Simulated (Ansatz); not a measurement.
Geometry optimisation, DFT PBEsol, scalar-relativistic, plane waves, PAW in Ansatz 0.2.0.

Input file:

```yaml
accuracy: low
crystal:
  lattice:
    - [5.52, 0.0, 0.0]
    - [-4.14, 7.17069, 0.0]
    - [0.0, 0.0, 4.4574]
  atoms:
    - { symbol: Re, position: [0.0, 0.0, 0.0] }
    - { symbol: Re, position: [0.1666667, 0.2222222, 0.5] }
    - { symbol: Re, position: [0.0, 0.3333333, 0.0] }
    - { symbol: Re, position: [0.1666667, 0.5555556, 0.5] }
    - { symbol: Re, position: [0.0, 0.6666667, 0.0] }
    - { symbol: Re, position: [0.1666667, 0.8888889, 0.5] }
    - { symbol: Re, position: [0.5, 0.0, 0.0] }
    - { symbol: Re, position: [0.6666667, 0.2222222, 0.5] }
    - { symbol: Re, position: [0.5, 0.3333333, 0.0] }
    - { symbol: Re, position: [0.6666667, 0.5555556, 0.5] }
    - { symbol: Re, position: [0.5, 0.6666667, 0.0] }
    - { symbol: Re, position: [0.6666667, 0.8888889, 0.5] }
    - { symbol: H, position: [0.3297946, 0.1054726, 0.7458531] }
basis:
  ecutwfc: 420.0
kpoints:
  mp_grid: { grid: [2, 2, 2] }
hamiltonian:
  xc: pbesol
scf:
  occupations: { method: fermi_dirac, width: 0.05 }
  lower_state_search: "off"
relax:
  f_tol: 0.08
  max_steps: 25
  adjacent_minimum: "off"
```

Launched with:

```bash
$ ansatz run input.yaml --threads 2 --pin off --max-ram 5120MiB --backend cpu --events-out ev --progress --plain --runs-dir out
```

Question: Where does it end, and by what steps?

Answer: The forces met the threshold. The threshold is loose, so the end isn't yet a minimum. Limits of this set-up: coarse k mesh, odd electron count without spin, a small cell, in which the defect meets its images, a typed lattice constant that wasn't relaxed here, low accuracy level. After 7 steps the energy has fallen by 0.610 eV; Re7 moved furthest, 0.10 Å.

```json
{"step": "0", "energy less start (eV)": "0.0000", "largest force component (eV/Å)": "0.664", "accepted": "yes"}
{"step": "1", "energy less start (eV)": "-0.0998", "largest force component (eV/Å)": "0.553", "accepted": "yes"}
{"step": "2", "energy less start (eV)": "-0.1723", "largest force component (eV/Å)": "0.423", "accepted": "yes"}
{"step": "3", "energy less start (eV)": "-0.3870", "largest force component (eV/Å)": "1.010", "accepted": "yes"}
{"step": "4", "energy less start (eV)": "-0.4079", "largest force component (eV/Å)": "1.732", "accepted": "yes"}
{"step": "5", "energy less start (eV)": "-0.5990", "largest force component (eV/Å)": "0.239", "accepted": "yes"}
{"step": "6", "energy less start (eV)": "-0.5788", "largest force component (eV/Å)": "0.411", "accepted": "no"}
{"step": "7", "energy less start (eV)": "-0.6096", "largest force component (eV/Å)": "0.061", "accepted": "yes"}
```

```xyz
13
Lattice="5.5200 0.0000 0.0000 -4.1400 7.1707 0.0000 0.0000 0.0000 4.4574" Properties=species:S:1:pos:R:3
Re -0.029 -0.036 0.083
Re -0.018 1.627 2.136
Re -1.386 2.369 0.067
Re -1.373 4.017 2.136
Re -2.767 4.746 0.075
Re -2.753 6.371 2.141
Re 2.778 -0.040 0.091
Re 2.789 1.624 2.144
Re 1.373 2.386 0.086
Re 1.387 4.011 2.151
Re -0.006 4.741 0.090
Re 0.006 6.388 2.160
H 1.381 0.795 3.337
```

Whether the end is a true minimum wasn't checked by a vibrational analysis.

The run took 23 s on 2 threads of Intel(R) Xeon(R) Platinum 8175M CPU @ 2.50GHz (Skylake/Cascade Lake), on a shared host, peak memory 0.58 GiB.
